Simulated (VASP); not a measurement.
# PbS (Galena): phonons with PBE

Crystal: PbS (Galena).

```xyz
2
Lattice="0.0000 2.9657 2.9657 2.9657 0.0000 2.9657 2.9657 2.9657 0.0000" Properties=species:S:1:pos:R:3 pbc="T T T"
Pb    0.0000    0.0000    0.0000
S     2.9657    2.9657    2.9657
```

- Program: VASP 6.6.1
- Task: phonons
- Functional: PBE
- Potentials or basis: VASP PAW PBE potentials, release 64 (Pb_d, S)
- Cutoff: 600 eV
- k mesh: 6 × 6 × 6
- Occupations: fermi-dirac, width 0.05 eV
- Spin: no spin polarisation
- Further INCAR settings: ALGO = Fast; EDIFF = 1e-08; IBRION = 8; NSW = 1

The relaxed volume is 27.09 Å³/atom. The relaxed cell is a = 4.247 Å, b = 4.247 Å, c = 4.247 Å, α = 60.00°, β = 60.00°, γ = 60.00° and the space group after relaxing (to 0.05 Å) is Fm-3m (No. 225). The highest phonon frequency at Γ, LO-TO splitting left out is 19 cm⁻¹.

The path:
```csv
step,energy change (eV),largest force (eV/Å),pressure (GPa),volume (Å³)
1,0.0000,0.0000,2.18,52.17
2,-0.0117,0.0000,-0.67,54.89
3,-0.0132,0.0000,0.00,54.18
```

Final structure:
```cif
data_structure
_symmetry_space_group_name_H-M 'P 1'
_symmetry_Int_Tables_number 1
_cell_length_a 4.2474
_cell_length_b 4.2474
_cell_length_c 4.2474
_cell_angle_alpha 60.000
_cell_angle_beta 60.000
_cell_angle_gamma 60.000
_cell_volume 54.18
loop_
_atom_site_label
_atom_site_type_symbol
_atom_site_fract_x
_atom_site_fract_y
_atom_site_fract_z
_atom_site_occupancy
Pb1 Pb 0.00000 0.00000 0.00000 1
S1 S 0.50000 0.50000 0.50000 1
```

Phonon frequencies in cm⁻¹ (negative: imaginary):
```tsv
q point	frequencies
(0.000, 0.000, 0.000)	0 0 0 19 19 19
```

It took 2.7 min on 1 thread of Intel(R) Xeon(R) Platinum 8488C (Sapphire Rapids), with other jobs on the host, peak memory 0.28 GiB.

Spin-orbit coupling is left out, which matters for the levels of Pb.
